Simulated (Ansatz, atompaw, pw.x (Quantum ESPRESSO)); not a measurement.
**What a changed setting does to a pw.x run (sc Pm)**

Potential: PAW, atompaw 4.2.0.5, PBE; core [Kr] 4d10, reference 4f5 5s2 5p6 5d0 6s2 6p0; waves: 5s (bound): rc 1.60 bohr; 6s (bound): rc 3.00 bohr; 5p (bound): rc 1.90 bohr; 6p (bound, empty): rc 3.00 bohr; 5d (bound, empty): rc 3.00 bohr; 5d channel at 1.05 Ry: rc 3.00 bohr; 4f (bound): rc 1.80 bohr; 4f channel at 0.45 Ry: rc 1.80 bohr; local part: troulliermartins scheme with l = 4 at 0 Ry, radius 2.90 bohr; core correction: smooth core density matched at 2.35 bohr; augmentation: sinc compensation charge, radius 2.50 bohr; PAW radius 3.00 bohr; waves and projectors: custom polynom vanderbiltortho.

The reference run (k-mesh 13³, cutoffs 100/900 Ry, Fermi–Dirac 0.01 Ry, mixing_beta 0.4, conv_thr 1e-9, no spin) gives -1.32 GPa at 17.883 Å³/atom, where all-electron LAPW gives -0.78 GPa. This run, with its own iteration cap, changes diagonalization to cg.

```
&control
  calculation='scf', prefix='x', pseudo_dir='./', outdir='./tmp', tstress=.true., disk_io='none'
/
&system
  ibrav=0, nat=1, ntyp=1, ecutwfc=100, ecutrho=900, nbnd=15,
  occupations='smearing', smearing='fd', degauss=0.01
/
&electrons
  conv_thr=1e-09, mixing_beta=0.4, electron_maxstep=60, diagonalization='cg'
/
ATOMIC_SPECIES
Pm 1.0 Pm.UPF
CELL_PARAMETERS angstrom
  2.61505077 0.00000000 0.00000000
  0.00000000 2.61505077 0.00000000
  0.00000000 0.00000000 2.61505077
ATOMIC_POSITIONS crystal
Pm 0.0000 0.0000 0.0000
K_POINTS automatic
13 13 13 0 0 0
```

```bash
pw.x < Pm.scf.in > Pm.scf.out
```

How does the run end?

It converges in 20 iterations; the free energy moves by +0.0 meV/atom and the pressure by -0.03 GPa. The result is that of the reference run.

```
Message from routine setup:
     using ibrav=0 with symmetry is DISCOURAGED, use correct ibrav instead
     lattice parameter (alat)  =       4.9417  a.u.
     unit-cell volume          =     120.6805 (a.u.)^3
     number of electrons       =        15.00
     number of Kohn-Sham states=           15
     kinetic-energy cutoff     =     100.0000  Ry
     charge density cutoff     =     900.0000  Ry
     scf convergence threshold =      1.0E-09
     Exchange-correlation= SLA PW PBX PBC
     number of k points=    84  Fermi-Dirac smearing, width (Ry)=  0.0100
     iteration #  1     ecut=   100.00 Ry     beta= 0.40
     total energy              =    -567.81936540 Ry
     estimated scf accuracy    <       1.14852623 Ry
     iteration #  2     ecut=   100.00 Ry     beta= 0.40
     total energy              =    -568.64760230 Ry
     estimated scf accuracy    <       2.75601382 Ry
     iteration #  3     ecut=   100.00 Ry     beta= 0.40
     total energy              =    -569.20974047 Ry
     estimated scf accuracy    <       0.02348699 Ry
     iteration #  4     ecut=   100.00 Ry     beta= 0.40
     total energy              =    -569.22018963 Ry
     estimated scf accuracy    <       0.00454942 Ry
     iteration #  5     ecut=   100.00 Ry     beta= 0.40
     total energy              =    -569.22266283 Ry
     estimated scf accuracy    <       0.00265310 Ry
     iteration #  6     ecut=   100.00 Ry     beta= 0.40
     total energy              =    -569.22374802 Ry
     estimated scf accuracy    <       0.00017245 Ry
     [... 8 iterations left out ...]
     iteration # 15     ecut=   100.00 Ry     beta= 0.40
     total energy              =    -569.22366720 Ry
     estimated scf accuracy    <       0.00000005 Ry
     iteration # 16     ecut=   100.00 Ry     beta= 0.40
     total energy              =    -569.22366719 Ry
     estimated scf accuracy    <       0.00000004 Ry
     iteration # 17     ecut=   100.00 Ry     beta= 0.40
     total energy              =    -569.22366720 Ry
     estimated scf accuracy    <          4.7E-09 Ry
     iteration # 18     ecut=   100.00 Ry     beta= 0.40
     total energy              =    -569.22366720 Ry
     estimated scf accuracy    <          9.5E-09 Ry
     iteration # 19     ecut=   100.00 Ry     beta= 0.40
     total energy              =    -569.22366720 Ry
     estimated scf accuracy    <          1.1E-09 Ry
     iteration # 20     ecut=   100.00 Ry     beta= 0.40
     the Fermi energy is    24.2510 ev
!    total energy              =    -569.22366720 Ry
     estimated scf accuracy    <          3.6E-11 Ry
     smearing contrib. (-TS)   =      -0.02823753 Ry
     convergence has been achieved in  20 iterations
          total   stress  (Ry/bohr**3)                   (kbar)     P=      -13.49
     Message from routine punch:
     Nothing written, as per user request (disk_io='none')
```

The run took about 78 s on one core of a shared host (Intel(R) Xeon(R) 6975P-C, 192 threads, 378 GiB, load 71).
